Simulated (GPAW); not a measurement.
# ZnS (Wurtzite-2H) (P6_3mc) in GPAW: settings compared, part 2 of 2

GPAW 26.7.0.

### 3 Equation of state, PBE

run.py

```python
from ase.eos import EquationOfState
from ase.io import Trajectory, read
from ase.units import GPa
from gpaw import GPAW

atoms = read('POSCAR')

traj = Trajectory('eos.traj', 'w')
volumes, energies = [], []
for x in [0.94, 0.96, 0.98, 1.0, 1.02, 1.04, 1.06]:
    a = atoms.copy()
    a.set_cell(atoms.cell * x**(1 / 3), scale_atoms=True)
    calc = GPAW(mode='lcao',
                h=0.18,
                basis='dz(dzp)',
                xc='PBE',
                kpts={'size': (6, 6, 3), 'gamma': True},
                occupations={'name': 'fermi-dirac', 'width': 0.05},
                convergence={'density': 1e-05, 'energy': 1e-05},
                maxiter=150,
                txt=f'eos-{x:.2f}.txt')
    a.calc = calc
    energies.append(a.get_potential_energy(force_consistent=True))
    volumes.append(a.get_volume())
    calc.write(f'eos-{x:.2f}.gpw')
    traj.write(a)
    print(f'{x:.2f} {volumes[-1]:10.4f} A^3 {energies[-1]:14.6f} eV', flush=True)

v0, e0, B = EquationOfState(volumes, energies, eos='birchmurnaghan').fit()
print(f'V0 = {v0:.4f} A^3, E0 = {e0:.6f} eV, B0 = {B / GPa:.2f} GPa')
```

POSCAR

```
ZnS
1.0
    3.8110000000      0.0000000000      0.0000000000
   -1.9055000000      3.3004228138      0.0000000000
    0.0000000000      0.0000000000      6.2340000000
Zn S
2 2
Direct
    0.6666666667      0.3333333333      0.5000000000
    0.3333333333      0.6666666667      0.0000000000
    0.6666666667      0.3333333333      0.8850000000
    0.3333333333      0.6666666667      0.3850000000
```

Potentials or basis: GPAW PAW data sets (gpaw-data 1.2.1), lcao:dz(dzp).

Command:

```sh
$ OMP_NUM_THREADS=1 python run.py
```

Run time: 4 min. Hardware: 1 thread of Intel Xeon 6975P-C (Granite Rapids), shared host; peak memory 0.33 GiB.

The run converged, but some of its settings lie outside the range that counts as converged, so its numbers aren't taken as properties of the crystal.

Caveat: the basis of atomic orbitals isn't converged, which shifts pressures, moduli and gaps.

### 4 Dielectric tensor, PBE

This run uses another cell than the first one, of 20.78 Å³/atom, 1.060 times its volume.

run.py

```python
import numpy as np
from ase import Atoms
from ase.dft.bandgap import bandgap
from ase.io import write
from gpaw import GPAW, PW
from gpaw.response.df import DielectricFunction

atoms = Atoms(['Zn', 'Zn', 'S', 'S'],
              cell=[[3.8857444663, 0.0, 0.0],
                    [-1.9428722331, 3.3651534204, 0.0],
                    [0.0, 0.0, 6.356266335]],
              scaled_positions=[[0.6666666667, 0.3333333333, 0.5],
                                [0.3333333333, 0.6666666667, 0.0],
                                [0.6666666667, 0.3333333333, 0.885],
                                [0.3333333333, 0.6666666667, 0.385]],
              pbc=True)

calc = GPAW(mode=PW(400),
            xc='PBE',
            kpts={'size': (7, 7, 4), 'gamma': True},
            occupations={'name': 'fermi-dirac', 'width': 0.001},
            nbands=31,
            convergence={'density': 1e-06},
            maxiter=150,
            txt='gpaw.txt')
atoms.calc = calc
energy = atoms.get_potential_energy()
calc.write('gs.gpw')
write('result.traj', atoms)
print(f'Energy: {energy:.6f} eV')
print('Fermi level:', round(calc.get_fermi_level(), 4), 'eV')
print(f'Gap: {bandgap(calc)[0]:.4f} eV, direct: {bandgap(calc, direct=True)[0]:.4f} eV')

for size in [(10, 10, 6)]:
    name = 'x'.join(str(n) for n in size)
    dense = calc.fixed_density(kpts={'size': size, 'gamma': True},
                               nbands=64, convergence={'bands': 58, 'eigenstates': 1e-7},
                               update_fermi_level=True, txt=f'dense-{name}.txt')
    dense.write(f'{name}.gpw', mode='all')
    df = DielectricFunction(f'{name}.gpw', frequencies=np.array([0.0]), hilbert=False, eta=0.001,
                            ecut=80, nbands=58, intraband=False, txt=f'df-{name}.txt')
    for xc in ['RPA']:
        for direction in ['x', 'y', 'z', [0, 1, 1], [1, 0, 1], [1, 1, 0]]:
            e0, e = df.get_macroscopic_dielectric_constant(xc=xc, direction=direction)
            print(f'{name} {xc} {direction}: {e0:.4f} without, {e:.4f} with local fields')
```

Potentials or basis: GPAW PAW data sets (gpaw-data 1.2.1), pw.

Command:

```sh
$ OMP_NUM_THREADS=1 python run.py
```

gpaw.txt:

```text
__  _  _
 | _ |_)|_||  |
 |__||  | ||/\| - 26.7.0

Input parameters:
  mode=PW(ecut=400.0),
  convergence={'density': 1e-06},
  kpts=MonkhorstPack(size=(7, 7, 4), gamma=True),
  maxiter=150,
  nbands=31,
  occupations=Occupations(name='fermi-dirac', width=0.001),
  xc=XC(name='PBE')

Diagonalizing LCAO Hamiltonian
Converting LCAO to pw mode

            S

            Zn
        S

        Zn

Atoms  # Å, Bohr magnetons
|   | symbol |         x |        y |        z |    initial magnetic moments |
|---|--------|-----------|----------|----------|-----------------------------|
| 0 |     Zn |  1.942872 | 1.121718 | 3.178133 | ( 0.0000,  0.0000,  0.0000) |
| 1 |     Zn | -0.000000 | 2.243436 | 0.000000 | ( 0.0000,  0.0000,  0.0000) |
| 2 |      S |  1.942872 | 1.121718 | 5.625296 | ( 0.0000,  0.0000,  0.0000) |
| 3 |      S | -0.000000 | 2.243436 | 2.447163 | ( 0.0000,  0.0000,  0.0000) |

Unit cell  # Å
| periodic |         x |        y |        z |  lengths |     angles |
|----------|-----------|----------|----------|----------|------------|
|      yes |  3.885744 | 0.000000 | 0.000000 | 3.885744 |  90.000000 |
|      yes | -1.942872 | 3.365153 | 0.000000 | 3.885744 |  90.000000 |
|      yes |  0.000000 | 0.000000 | 6.356266 | 6.356266 | 120.000000 |

Number of symmetries: 6
Symmetry operations  # r_c * U_cc + t_c -> r_c
|   | kind |            matrix            |
|---|------|------------------------------|
| 0 |  σ   |  1, 1, 0,  0,-1, 0,  0, 0, 1 |
| 1 |  E   |  1, 0, 0,  0, 1, 0,  0, 0, 1 |
| 2 |  C3  |  0, 1, 0, -1,-1, 0,  0, 0, 1 |
[... 118 lines left out ...]

occupation numbers:
  Fermi-Dirac:
    width: 0.0010  # eV

poisson solver:
  ecut: 3200.0  # eV

xc functional:
  name: PBE with 2 nearest neighbor stencil

convergence criteria:
- Maximum integral of absolute [dens]ity change: 1e-06 electrons / valence electron
- Maximum [total energy] change in last 3 cyles: 0.0005 eV / valence electron
- Maximum integral of absolute [eigenst]ate change: 4e-08 eV^2 / valence electron
maximum number of iterations: 150

SCF iterations
|iter     | |      energy | eigst |  dens |
|---------|-|-------------|-------|-------|
|iter:   1| |  -14.456996 | -0.06 |       |
|iter:   2| |  -14.287753 | -1.60 | -1.18 |
|iter:   3| |  -13.708556 | -1.37 | -1.22 |
|iter:   4| |  -13.706535 | -2.59 | -1.79 |
|iter:   5| |  -13.708790c| -3.74 | -2.23 |
|iter:   6| |  -13.708560c| -4.17 | -2.94 |
|iter:   7| |  -13.708599c| -5.09 | -3.47 |
|iter:   8| |  -13.708608c| -6.17 | -3.85 |
|iter:   9| |  -13.708608c| -7.88c| -4.79 |
|iter:  10| |  -13.708608c| -8.72c| -5.08 |
|iter:  11| |  -13.708608c| -8.53c| -5.66 |
|iter:  12| |  -13.708608c| -9.07c| -6.35c|

Converged in 12 steps
Energy contributions relative to reference atoms: (reference = -119437.893101)

Energy contributions:
  Kinetic:          18.525420
  Coulomb:         -16.059732
  Zero:              0.039632
  External:          0.000000
  Xc:              -16.213928
  Entropy:          -0.000000
  Spinorbit:         0.000000
  ----------------------------
  Free energy:     -13.708608
  Extrapolated:    -13.708608

dipole moment: (-0.000000, 0.000001, -7.721643)  # |e|*Ang

Fermi level: 3.866
Eigenvalues  # (at kpt = [0.000, 0.000, 0.000])
| band index |      eig [eV] | occ [0-2] |
|------------|---------------|-----------|
|          0 |        -9.600 |     2.000 |
|        ... |               |           |
|         10 |        -2.442 |     2.000 |
|         11 |        -2.289 |     2.000 |
|         12 |        -1.597 |     2.000 |
|         13 |         2.417 |     2.000 |
|         14 |         2.417 |     2.000 |
|         15 |         3.185 |     2.000 |
[... 8 lines left out ...]
|         24 |        10.752 |     0.000 |
|         25 |        12.196 |     0.000 |
|        ... |               |           |
|         30 |        15.356 |     0.000 |

Gap: 1.971 eV
Transition (v -> c):
  (s=0, k=0, n=17, [0.00, 0.00, 0.00]) -> (s=0, k=0, n=18, [0.00, 0.00, 0.00])
No difference between direct/indirect transitions
# Writing to gs.gpw (mode='')
```

It took 4.1 min on 1 thread of Arm Neoverse V1, shared host; peak memory 0.45 GiB.

What came out:

- Free energy: -13.7086 eV
- Band gap on the k mesh: 1.97 eV, direct
- Electronic dielectric tensor (diagonal): 5.52, 5.52, 5.57

Electronic dielectric tensor:
```
5.52 0.00 0.00
0.00 5.52 0.00
0.00 0.00 5.57
```

Caveat: the long-wavelength limit can be off by several per cent where d states take part.

### 5 Equation of state, LDA

run.py

```python
from ase.eos import EquationOfState
from ase.io import Trajectory, read
from ase.units import GPa
from gpaw import GPAW, PW

atoms = read('POSCAR')

traj = Trajectory('eos.traj', 'w')
volumes, energies = [], []
for x in [0.94, 0.96, 0.98, 1.0, 1.02, 1.04, 1.06]:
    a = atoms.copy()
    a.set_cell(atoms.cell * x**(1 / 3), scale_atoms=True)
    calc = GPAW(mode=PW(600),
                xc='LDA',
                kpts={'size': (6, 6, 3), 'gamma': True},
                occupations={'name': 'fermi-dirac', 'width': 0.05},
                setups={'S': 'v3'},
                nbands=-13,
                convergence={'density': 1e-05, 'energy': 1e-05},
                maxiter=150,
                txt=f'eos-{x:.2f}.txt')
    a.calc = calc
    energies.append(a.get_potential_energy(force_consistent=True))
    volumes.append(a.get_volume())
    p = -a.get_stress()[:3].mean() / GPa
    calc.write(f'eos-{x:.2f}.gpw')
    traj.write(a)
    print(f'{x:.2f} {volumes[-1]:10.4f} A^3 {energies[-1]:14.6f} eV {p:9.3f} GPa', flush=True)

v0, e0, B = EquationOfState(volumes, energies, eos='birchmurnaghan').fit()
print(f'V0 = {v0:.4f} A^3, E0 = {e0:.6f} eV, B0 = {B / GPa:.2f} GPa')
```

POSCAR is that of step 3.

Potentials or basis: the program's PAW data sets (release 1.2.1) made for this functional, newer versions, pw.

Command:

```sh
$ OMP_NUM_THREADS=1 python run.py
```

Run time: 2.9 min. Hardware: 1 thread of Arm Neoverse V2, shared host; peak memory 0.33 GiB.

The run converged. Its results:

```
Equilibrium volume                        : 18.55 Å³/atom
Bulk modulus at fixed shape and positions : 86 GPa
Pressure derivative of the bulk modulus   : 4.5
```

Energy against volume, from the lowest point:
| volume (Å³/atom) | energy (meV/atom) |
| --- | --- |
| 18.427 | 0.00 |
| 18.819 | 0.80 |
| 19.211 | 5.73 |
| 19.603 | 14.35 |
| 19.995 | 26.25 |
| 20.387 | 41.07 |
| 20.779 | 58.50 |

Caveat: the cell was scaled at fixed shape and fractional positions, which overstates the stiffness of a crystal with free parameters, most of all of layers and chains.

### 6 The runs side by side

```csv
task,level,potentials or basis,cell,k mesh,cutoff (eV),smearing,band path,band points,response ecut,response k mesh,response bands,gap on the mesh (eV)
band structure,PBEint,"PAW data sets generated in the run's folder for this functional, pw","P6_3mc, 19.6 Å³/atom",6 × 6 × 3,600,fermi-dirac 0.05 eV,"GMKGALHA,LM,KH",80,-,-,-,2.19
dielectric tensor,PBE,"GPAW PAW data sets (gpaw-data 1.2.1), pw","P6_3mc, 20.78 Å³/atom",7 × 7 × 4,400,fermi-dirac 0.001 eV,-,-,80 eV,10 × 10 × 6,58,1.97
equation of state,LDA,"the program's PAW data sets (release 1.2.1) made for this functional, newer versions, pw","P6_3mc, 19.6 Å³/atom",6 × 6 × 3,600,fermi-dirac 0.05 eV,-,-,-,-,-,-
```

Alike in all rows: no spin polarisation.

Caveats: the long-wavelength limit can be off by several per cent where d states take part (some runs); the cell was scaled at fixed shape and fractional positions, which overstates the stiffness of a crystal with free parameters, most of all of layers and chains (some runs).

Total energies depend on the potentials used, so only differences within one code and one set of settings carry meaning.

### 7 How close it comes

Step 2. Measured gap of ZnS: 3.911 eV (direct; 4 K; a printed reference work, monograph). This calculation gives 2.19 eV (-1.72 eV). The value is that of PBEint, without temperature or zero-point motion.

Step 4. The gap isn't set beside the deposited one, since this odd mesh misses points on the zone boundary.
